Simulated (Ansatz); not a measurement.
SrO under changes of volume

One of the cells (16.901 Å³/atom); the others are scaled copies at fixed shape and fractional positions:

```
Sr O
1.0
     0.00000    2.56630    2.56630
     2.56630    0.00000    2.56630
     2.56630    2.56630    0.00000
Sr O
1 1
Direct
  0.50000 0.50000 0.50000
  0.00000 0.00000 0.00000
```

- Program: Ansatz 0.2.0
- Functional: PBE
- Potentials or basis: Ansatz PAW
- Cutoff: 420 eV (not typed: the program's choice for these potentials)
- k mesh: 9 × 9 × 9
- Occupations: fermi-dirac, width 0.05 eV
- Spin: spin-orbit coupling, no magnetisation

```csv
volume (Å³/atom),energy over the lowest point (meV/atom),pressure (GPa),gap on the mesh (eV)
15.887,48.25,10.3,3.31
16.225,29.23,7.7,3.32
16.563,?,?,?
16.901,6.26,3.3,3.35
17.239,1.24,1.4,3.36
17.577,0.00,-0.3,3.36
17.915,2.20,-1.8,3.37
```

Problem. What does the run at 16.563 Å³/atom give?

Solution. Energy over the lowest point 15.42 meV/atom; pressure 5.4 GPa; gap on the mesh 3.34 eV.

Worked out: A Birch-Murnaghan fit of order 3 (a polynomial in V^(-2/3)) to the other rows has its minimum at 17.52 Å³/atom with B0 = V·E''(V) = 85 GPa and B' = 4.4. It gives 15.42 meV/atom at 16.563 Å³/atom, against the run's 15.42, and -dE/dV = 5.4 GPa, against 5.4. A straight line through the other rows of the gap, of slope 0.513 eV per unit of ln V, gives 3.33 eV, against the run's 3.34.

Energies are extrapolated to zero smearing.

Caveats: odd divisions of the mesh miss points on the zone boundary, where band edges often lie, so the gap on the mesh can be too wide.

A mesh can miss the band edges.
